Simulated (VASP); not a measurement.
# C (P6_3/mmc) in VASP: core levels with PBEsol

Aim: the core levels of C with PBEsol.

Everything below comes from runs of VASP 6.6.1. Logs are shortened: lines on timing, memory, paths and dates and some standing lists are left out, and cuts for length are marked.

**1. The structure**

Symmetry: P6_3/mmc, No. 194, hexagonal system. The conventional cell has a = 2.467 Å, b = 2.467 Å, c = 7.803 Å, α = 90.00°, β = 90.00°, γ = 120.00°. Around C (site symmetry -6m2) lie 3 C at 1.42 Å. C (site symmetry -6m2) has 3 C at 1.42 Å as nearest neighbours.

**2. Core levels, PBEsol**

Input file INCAR:

```
PREC = Accurate
ENCUT = 520
EDIFF = 1E-7
ISMEAR = -1
SIGMA = 0.05
LREAL = False
LASPH = True
NELM = 80
ALGO = Normal
ISIF = 2
LWAVE = False
LCHARG = False
GGA = PS
ICORELEVEL = 1
```

Input file KPOINTS:

```
regular mesh
0
Gamma
  15 15 5
```

Input file POSCAR:

```
C
1.0
    2.4672912616      0.0000000000      0.0000000000
   -1.2336456308      2.1367369111      0.0000000000
    0.0000000000      0.0000000000      7.8030730000
C
4
Direct
    0.0000000000      0.0000000000      0.2500000000
    0.0000000000      0.0000000000      0.7500000000
    0.3333333300      0.6666666700      0.2500000000
    0.6666666700      0.3333333300      0.7500000000
```

Potentials or basis: VASP PAW PBE potentials, release 64 (C).

Started as:

```sh
$ cat potpaw_PBE.64/C/POTCAR > POTCAR
$ mpirun -np 1 vasp_std > vasp.out
```

OUTCAR:

```text
PREC = Accurate
   ENCUT = 520
   EDIFF = 1E-7
   ISMEAR = -1
   LREAL = False
   LASPH = True
   NELM = 80
   ISIF = 2
   GGA = PS

 ion  position               nearest neighbor table
   1  0.000  0.000  0.250-   3 1.42   3 1.42   3 1.42
   2  0.000  0.000  0.750-   4 1.42   4 1.42   4 1.42
   3  0.333  0.667  0.250-   1 1.42   1 1.42   1 1.42
   4  0.667  0.333  0.750-   2 1.42   2 1.42   2 1.42

  LATTYP: Found a hexagonal cell.
 ALAT       =     2.4672912616
 C/A-ratio  =     3.1626071561

  Lattice vectors:

 A1 = (   2.4672912616,   0.0000000000,   0.0000000000)
 A2 = (  -1.2336456308,   2.1367369111,   0.0000000000)
 A3 = (   0.0000000000,   0.0000000000,   7.8030730000)

Analysis of symmetry for initial positions (statically):
=====================================================================
 Subroutine PRICEL returns:
 Original cell was already a primitive cell.

 Routine SETGRP: Setting up the symmetry group for a
 hexagonal supercell.

 Subroutine GETGRP returns: Found 24 space group operations
 (whereof 12 operations were pure point group operations)
 out of a pool of 24 trial point group operations.

The static configuration has the point symmetry D_3d.
 The point group associated with its full space group is D_6h.

Analysis of symmetry for dynamics (positions and initial velocities):
=====================================================================
 Subroutine PRICEL returns:
 Original cell was already a primitive cell.

 Routine SETGRP: Setting up the symmetry group for a
 hexagonal supercell.

 Subroutine GETGRP returns: Found 24 space group operations
 (whereof 12 operations were pure point group operations)
 out of a pool of 24 trial point group operations.

The dynamic configuration has the point symmetry D_3d.
 The point group associated with its full space group is D_6h.

 Subroutine INISYM returns: Found 24 space group operations
 (whereof 12 operations are pure point group operations),
 and found     1 'primitive' translations

----------------------------------------------------------------------------------------

                                     Primitive cell

  volume of cell :      41.1374

  direct lattice vectors                    reciprocal lattice vectors
     2.467291262  0.000000000  0.000000000     0.405302777  0.234001667  0.000000000
    -1.233645631  2.136736911  0.000000000     0.000000000  0.468003335  0.000000000
     0.000000000  0.000000000  7.803073000     0.000000000  0.000000000  0.128154639

  length of vectors
     2.467291262  2.467291262  7.803073000     0.468003335  0.468003335  0.128154639

  position of ions in fractional coordinates (direct lattice)
     0.000000000  0.000000000  0.250000000
     0.000000000  0.000000000  0.750000000
     0.333333330  0.666666670  0.250000000
     0.666666670  0.333333330  0.750000000

  ion indices of the primitive-cell ions
   primitive index   ion index
                 1           1
                 2           2
                 3           3
                 4           4

----------------------------------------------------------------------------------------

 KPOINTS: regular mesh

Automatic generation of k-mesh.
 Grid dimensions read from file:
 generate k-points for:   15   15    5

 Generating k-lattice:

  Cartesian coordinates                     Fractional coordinates (reciprocal lattice)
     0.027020185  0.015600111  0.000000000     0.066666667  0.000000000  0.000000000
     0.000000000  0.031200222  0.000000000     0.000000000  0.066666667  0.000000000
     0.000000000  0.000000000  0.025630928     0.000000000  0.000000000  0.200000000

  Length of vectors
     0.031200222  0.031200222  0.025630928

  Shift w.r.t. Gamma in fractional coordinates (k-lattice)
     0.000000000  0.000000000  0.000000000

 Subroutine IBZKPT returns following result:
 ===========================================

 Found     81 irreducible k-points:

 Following reciprocal coordinates:
            Coordinates               Weight
  0.000000  0.000000  0.000000      1.000000
  0.066667 -0.000000  0.000000      6.000000
  0.133333  0.000000  0.000000      6.000000
  0.200000  0.000000  0.000000      6.000000
  0.266667  0.000000  0.000000      6.000000
  0.333333  0.000000  0.000000      6.000000
[... 16 lines left out ...]
  0.333333  0.200000  0.000000     12.000000
  0.400000  0.200000  0.000000      6.000000
 [... further k-points ...]
   k-points           NKPTS =     81   k-points in BZ     NKDIM =     81   number of bands    NBANDS=     12
   number of dos      NEDOS =    301   number of ions     NIONS =      4
   total plane-waves  NPLWV =  19440
   dimension x,y,z NGX =    18 NGY =   18 NGZ =   60
   dimension x,y,z NGXF=    36 NGYF=   36 NGZF=  120
   ions per type =               4
   NGX,Y,Z   is equivalent  to a cutoff of  12.13, 12.13, 12.78 a.u.
   NGXF,Y,Z  is equivalent  to a cutoff of  24.26, 24.26, 25.57 a.u.
 SYSTEM =  unknown system
   PREC   = accura    normal or accurate (medium, high low for compatibility)
   ISTART =      0    job   : 0-new  1-cont  2-samecut
   ICHARG =      2    charge: 1-file 2-atom 10-const
   ISPIN  =      1    spin polarized calculation?
   LNONCOLLINEAR =      F non collinear calculations
   LSORBIT =      F    spin-orbit coupling
   LASPH  =      T    aspherical Exc in radial PAW
   ENCUT  =  520.0 eV  38.22 Ry    6.18 a.u.   4.59  4.59 14.51*2*pi/ulx,y,z
   NELM   =     80;   NELMIN=  2; NELMDL= -5     # of ELM steps
   EDIFF  = 0.1E-06   stopping-criterion for ELM
   LREAL  =      F    real-space projection
   EDIFFG = 0.1E-05   stopping-criterion for IOM
   NSW    =      0    number of steps for IOM
   IBRION =     -1    ionic relax: 0-MD 1-quasi-New 2-CG
   NFREE  =      0    steps in history (QN), initial steepest desc. (CG)
   ISIF   =      2    stress and relaxation
   ISYM   =      2    0-nonsym 1-usesym 2-fastsym
   POTIM  = 0.5000    time-step for ionic-motion
   TEBEG  =    0.0;   TEEND  =   0.0 temperature during run
   PSTRESS=    0.0 pullay stress
   NELECT =      16.0000    total number of electrons
   NUPDOWN=      -1.0000    fix difference up-down
   EMIN   =  10.00;   EMAX   =-10.00  energy-range for DOS
   EFERMI =   0.00;   METHOD = LEGACY
   ISMEAR =    -1;   SIGMA  =   0.05  broadening in eV -4-tet -1-fermi 0-gaus
   EFERMI_NEDOS =   21; number of points for ismear=-14 and -15
   IALGO  =     38    algorithm
   IMIX   =      4    mixing-type and parameters
     AMIX     =   0.40;   BMIX     =  1.00
     AMIX_MAG =   1.60;   BMIX_MAG =  1.00
  volume/ion in A,a.u.               =      10.28        69.40
  Fermi-wavevector in a.u.,A,eV,Ry     =   1.195003  2.258229 19.429568  1.428033
  Thomas-Fermi vector in A             =   2.330979
   LORBIT       =      0    0 simple, 1 ext, 2 COOP (PROOUT), +10 PAW based schemes
   GGA     = PS    functional components
   LHFCALC =     F    Hartree Fock is set to
   AEXX    =    0.0000 exact exchange contribution
   IVDW    =     0    specifies the selected vdW correction
   LEPSILON=     F    determine dielectric tensor
   LRPA    =     F    only Hartree local field effects (RPA)
 non-spin polarized calculation
  energy-cutoff  :      520.00
  volume of cell :       41.14
 maximum number of plane-waves:      1128
   NGX =  9   NGY =  9   NGZ = 29

 number of electron      15.9999993 magnetization

 Free energy of the ion-electron system (eV)
  ---------------------------------------------------
  ext. energy  EPLUGINS =         0.00000000
  ---------------------------------------------------
  free energy    TOTEN  =       -38.57334969 eV

  energy without entropy =      -38.57172894  energy(sigma->0) =      -38.57253931

 the core state eigenenergies are
   1-  1s   -262.7010
   2-  1s   -262.7010
   3-  1s   -262.6941
   4-  1s   -262.6941

 E-fermi :   3.3619     XC(G=0):  -9.4704

 val. band max:        3.3610612012   @ k =   0.3333   0.3333   0.2000
 cond. band min:       3.3639538812   @ k =   0.3333   0.3333   0.4000
 fundamental gap:      0.0028926800
 Fermi energy:         3.3618833885

 k-point     1 :       0.0000    0.0000    0.0000
  band No.  band energies     occupation
      1     -16.1448      2.00000
      2     -16.0586      2.00000
      3      -4.6918      2.00000
      4      -3.8241      2.00000
      5       0.3601      2.00000
      6       0.3601      2.00000
      7       0.3635      2.00000
      8       0.3635      2.00000
      9       6.6184      0.00000
     10      10.8496      0.00000
     11      11.6350      0.00000
     12      11.6382      0.00000

 k-point     2 :       0.0667   -0.0000    0.0000
  band No.  band energies     occupation
      1     -16.0394      2.00000
      2     -15.9539      2.00000
      3      -4.5642      2.00000
      4      -3.7008      2.00000
      5      -0.0650      2.00000
      6      -0.0592      2.00000
      7       0.1357      2.00000
      8       0.1407      2.00000
      9       6.7527      0.00000
     10      10.9690      0.00000
     11      11.6746      0.00000
     12      11.6996      0.00000

 k-point     3 :       0.1333    0.0000    0.0000
  band No.  band energies     occupation
      1     -15.7242      2.00000
      2     -15.6406      2.00000
      3      -4.1832      2.00000
      4      -3.3332      2.00000
      5      -1.1942      2.00000
      6      -1.1830      2.00000
      7      -0.4314      2.00000
      8      -0.4241      2.00000
      9       7.1563      0.00000
     10      11.3192      0.00000
     11      11.6687      0.00000
     12      11.7224      0.00000

 k-point     4 :       0.2000    0.0000    0.0000
  band No.  band energies     occupation
      1     -15.2014      2.00000
      2     -15.1209      2.00000
      3      -3.5553      2.00000
      4      -2.7434      2.00000
      5      -2.7289      2.00000
      6      -2.7252      2.00000
      7      -1.1390      2.00000
      8      -1.1300      2.00000
      9       7.8287      0.00000
     10      11.5035      0.00000
     11      11.5871      0.00000
     12      11.6938      0.00000

 k-point     5 :       0.2667    0.0000    0.0000
  band No.  band energies     occupation
      1     -14.4749      2.00000
      2     -14.3987      2.00000
      3      -4.4775      2.00000
      4      -4.4518      2.00000
      5      -2.6938      2.00000
      6      -1.9047      2.00000
      7      -1.8266      2.00000
      8      -1.8165      2.00000
      9       8.7662      0.00000
     10      10.0084      0.00000
     11      10.2577      0.00000
     12      11.2389      0.00000
[... 166 lines left out ...]
 k-point    17 :       0.2000    0.1333    0.0000
  band No.  band energies     occupation
      1     -14.1664      2.00000
      2     -14.0921      2.00000
      3      -4.5255      2.00000
      4      -4.5065      2.00000
      5      -2.9191      2.00000
      6      -2.9066      2.00000
      7      -2.3273      2.00000
      8      -1.5538      2.00000
      9       9.1745      0.00000
     10       9.5690      0.00000
     11       9.7605      0.00000
     12      12.8165      0.00000

 k-point    18 :       0.2667    0.1333    0.0000
  band No.  band energies     occupation
      1     -13.2495      2.00000
      2     -13.1806      2.00000
      3      -6.1215      2.00000
      4      -6.0918      2.00000
      5      -3.5932      2.00000
      6      -3.5763      2.00000
      7      -1.2683      2.00000
      8      -0.5536      2.00000
      9       7.8514      0.00000
     10       8.1277      0.00000
     11      10.3710      0.00000
     12      12.6552      0.00000

 k-point    19 :       0.3333    0.1333    0.0000
  band No.  band energies     occupation
      1     -12.1552      2.00000
      2     -12.0932      2.00000
      3      -7.7385      2.00000
      4      -7.7002      2.00000
      5      -4.0370      2.00000
      6      -4.0180      2.00000
      7      -0.0741      2.00000
      8       0.5386      2.00000
      9       6.1857      0.00000
     10       6.5339      0.00000
     11      11.8012      0.00000
     12      12.4677      0.00000

 k-point    20 :       0.4000    0.1333    0.0000
  band No.  band energies     occupation

------------------------ aborting loop because EDIFF is reached ----------------------------------------

  FORCE on cell =-STRESS in cart. coord.  units (eV):
  Direction    XX          YY          ZZ          XY          YZ          ZX
  --------------------------------------------------------------------------------------
  -------------------------------------------------------------------------------------
  Total       -0.6964567     -0.6964567     -0.0892852     -0.0000000      0.0000000      0.0000000
  in kB      -27.1248631    -27.1248631     -3.4773861     -0.0000000      0.0000000      0.0000000
  external PRESSURE =     -19.2423708 kB  Pullay stress =       0.0000000 kB

 VOLUME and BASIS-vectors are now :
 -----------------------------------------------------------------------------
  energy-cutoff  :      520.00
  volume of cell :       41.14
      direct lattice vectors                 reciprocal lattice vectors
     2.467291262  0.000000000  0.000000000     0.405302777  0.234001667  0.000000000
    -1.233645631  2.136736911  0.000000000     0.000000000  0.468003335  0.000000000
     0.000000000  0.000000000  7.803073000     0.000000000  0.000000000  0.128154639

 POSITION                                       TOTAL-FORCE (eV/Angst)
 -----------------------------------------------------------------------------------
      0.00000      0.00000      1.95077        -0.000000      0.000000     -0.000000
      0.00000      0.00000      5.85230         0.000000      0.000000      0.000000
     -0.00000      1.42449      1.95077        -0.000000     -0.000000     -0.000000
      1.23365      0.71225      5.85230         0.000000      0.000000     -0.000000
 -----------------------------------------------------------------------------------
    total drift:                               -0.000000      0.000000      0.000000

  FREE ENERGIE OF THE ION-ELECTRON SYSTEM (eV)
  ---------------------------------------------------
  free  energy   TOTEN  =       -38.5733496904 eV

  energy  without entropy=      -38.5717289369  energy(sigma->0) =      -38.57253931
```

Wall time 24 s (1 thread of Intel Xeon Platinum 8488C (Sapphire Rapids), shared host); peak memory 0.16 GiB.

Results:

```yaml
Free_energy: -38.5733 eV
Pressure: -1.9 GPa
Band_gap_on_the_k_mesh: none (metal or under the smearing width)
```

Stress tensor (GPa, compression positive):
```
-2.71  0.00  0.00
 0.00 -2.71  0.00
 0.00  0.00 -0.35
```

Core levels (eV, on the scale of the bands):
```
atom     levels
 1 C  1s -262.7
 2 C  1s -262.7
 3 C  1s -262.7
 4 C  1s -262.7
```

Caveat: the PAW data sets were made with another functional, which shifts forces and pressure a little; this functional lacks dispersion, which binds the layers, so the pressure and a relaxed spacing across them are unreliable.
